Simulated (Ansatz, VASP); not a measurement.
**Two plane-wave programs on ZrB**

File INCAR:

```
SYSTEM = ZrB
  PREC = Accurate
  ENCUT = 600
  EDIFF = 1E-6
  ISMEAR = 0
  SIGMA = 0.1
  LREAL = .FALSE.
  LASPH = .TRUE.
  NELM = 80
  ALGO = Normal
  ISIF = 3
  LWAVE = .FALSE.
  LCHARG = .FALSE.
  GGA = PE
  IBRION = 2
  NSW = 100
  EDIFFG = -0.01
```

File KPOINTS:

```
regular mesh
0
G
  24 24 12
  0 0 0
```

Contents of POSCAR:

```
ZrB
1.0
    2.9505321453      0.0000000000      0.0000000000
   -1.4752660726      2.5552357925      0.0000000000
    0.0000000000      0.0000000000      4.8313373135
Zr B
1 1
Direct
    0.0000000000      0.0000000000      0.0000000000
    0.0000000000      0.0000000000      0.5000000000
```

Input for Ansatz:

```yaml
crystal:
  lattice:
    - [2.9505321453, 0.0, 0.0]
    - [-1.4752660726, 2.5552357925, 0.0]
    - [0.0, 0.0, 4.8313373135]
  atoms:
    - { symbol: Zr, position: [0.0, 0.0, 0.0] }
    - { symbol: B, position: [0.0, 0.0, 0.5] }
basis:
  ecutwfc: 420
kpoints:
  mp_grid: { grid: [24, 24, 12] }
hamiltonian:
  xc: pbe
scf:
  occupations: { method: gaussian, width: 0.1 }
output:
  forces: true
  stress: true
  eigenvalues: true
  write_density: true
  write_potential: true
  elf: true
  volumetric_format: npy
relax:
  adjacent_minimum: "off"
  f_tol: 0.01
  max_steps: 80
  cell: { stress_tol: 0.05 }
```

Alike in both runs: task relaxation of cell and atoms; functional PBE; k mesh 24 × 24 × 12; occupations gaussian, width 0.1 eV; no spin polarisation.

|  | VASP | Ansatz |
| --- | --- | --- |
| version | VASP 6.6.1 | Ansatz 0.2.0 |
| potentials or method | VASP PAW PBE potentials, release 64 (Zr_sv, B) | scalar-relativistic, plane waves, PAW |
| plane-wave cutoff (eV) | 600 | 420 |
| valence electrons in the cell | 15 | 15 |

```tsv
	VASP	Ansatz	Ansatz less VASP
gap on the k mesh at the Fermi level, each at its own relaxed structure (eV)	none	none	-
relaxed volume (Å³/atom)	18.28	18.28	+0.001
relaxed cell length with the largest relative difference (Å)	4.802	4.802	+0.0003
energy change over the relaxation (meV/atom)	-1	-1	0.0
```

A gap of «none» marks a metal or a gap that the smearing closes.
